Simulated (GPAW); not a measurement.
SnTe:

```
Te Sn
1.0
     0.00000    3.15085    3.15085
     3.15085    0.00000    3.15085
     3.15085    3.15085    0.00000
Te Sn
1 1
Direct
  0.50000 0.50000 0.50000
  0.00000 0.00000 0.00000
```

Base run:

```yaml
Program: GPAW 26.7.0
Functional: PBE
Potentials_or_basis: JTH PAW 2.0, PBE
Cutoff: 450 eV
Basis: pw
k_mesh: 6 × 6 × 6
Occupations: fermi-dirac, width 0.01 eV
Spin: no spin polarisation
```

Its results: band gap on the k mesh 0.12 eV, direct; pressure 2.4 GPa.

Task: The run is repeated on the same cell with these changes: potentials or basis from JTH PAW 2.0, PBE to PAW data sets generated in the run's folder for this functional. What comes out?

Result: Band gap on the k mesh 0.11 eV, direct; pressure 1.1 GPa.

Caveats: the cutoff is short for stress and forces, so pressures can be off by a GPa or more; spin-orbit coupling is left out, which moves the levels of the heavy elements; the program truncates these outside data sets (some runs).

A k mesh can miss the band edges.
